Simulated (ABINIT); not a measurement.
BaTiO3:

```
Ba Ti O
1.0
     2.82737    1.63238    2.31839
    -2.82737    1.63238    2.31839
     0.00000   -3.26476    2.31839
Ba Ti O
1 1 3
Direct
  0.00000 0.00000 0.00000
  0.48450 0.48450 0.48450
  0.50860 0.01750 0.50860
  0.01750 0.50860 0.50860
  0.50860 0.50860 0.01750
```

```yaml
Program: ABINIT 10.8.3 (patched build)
Task: relaxation of cell and atoms
Functional: LDA
Potentials_or_basis: JTH PAW LDA v2.0
Cutoff: 626 eV
k_mesh: 5 × 5 × 5
Occupations: fermi-dirac, width 0.05 eV
Spin: no spin polarisation
```

At the start: pressure -4.6 GPa; volume 12.84 Å³/atom.

Where does the relaxation end?

Over 18 steps the energy falls by 6.3 meV/atom and the volume is 12.42 Å³/atom (-3.3 %); space group R3m (No. 160, to 0.05 Å).

Step by step:
| step | energy change (eV) | largest force (eV/Å) | pressure (GPa) | volume (Å³) |
| --- | --- | --- | --- | --- |
| 1 | 0.0000 | 0.1502 | -4.62 | 64.20 |
| 2 | -0.0195 | 0.1366 | -2.16 | 63.30 |
| 3 | -0.0262 | 0.2321 | 0.09 | 62.47 |
| 4 | -0.0276 | 0.2101 | 0.27 | 62.35 |
| 5 | -0.0309 | 0.0775 | 0.33 | 62.10 |
| 6 | -0.0311 | 0.0440 | 0.08 | 62.14 |
| 7 | -0.0312 | 0.0266 | -0.04 | 62.17 |
| 8 | -0.0313 | 0.0207 | -0.11 | 62.18 |
| 9 | -0.0313 | 0.0191 | -0.10 | 62.16 |
| 10 | -0.0313 | 0.0174 | -0.04 | 62.14 |
| 11 | -0.0314 | 0.0142 | 0.01 | 62.12 |
| 12 | -0.0314 | 0.0103 | 0.04 | 62.11 |
| 13 | -0.0314 | 0.0063 | 0.03 | 62.11 |
| 14 | -0.0314 | 0.0039 | 0.01 | 62.11 |
| 15 | -0.0314 | 0.0028 | -0.01 | 62.12 |
| 16 | -0.0314 | 0.0017 | -0.01 | 62.12 |
| 17 | -0.0314 | 0.0010 | -0.01 | 62.11 |
| 18 | -0.0314 | 0.0003 | 0.00 | 62.11 |

Final structure:
```
Ba Ti O
1.0
     2.79808    1.61547    2.29016
    -2.79808    1.61547    2.29016
     0.00000   -3.23095    2.29016
Ba Ti O
1 1 3
Direct
  0.99865 0.99865 0.99865
  0.48836 0.48836 0.48836
  0.50888 0.01444 0.50888
  0.01444 0.50888 0.50888
  0.50888 0.50888 0.01444
```

Caveat: this set's barium file shifts pressures by 1.5 GPa and gaps by 0.1 eV against other sets; the atomic spheres overlap.
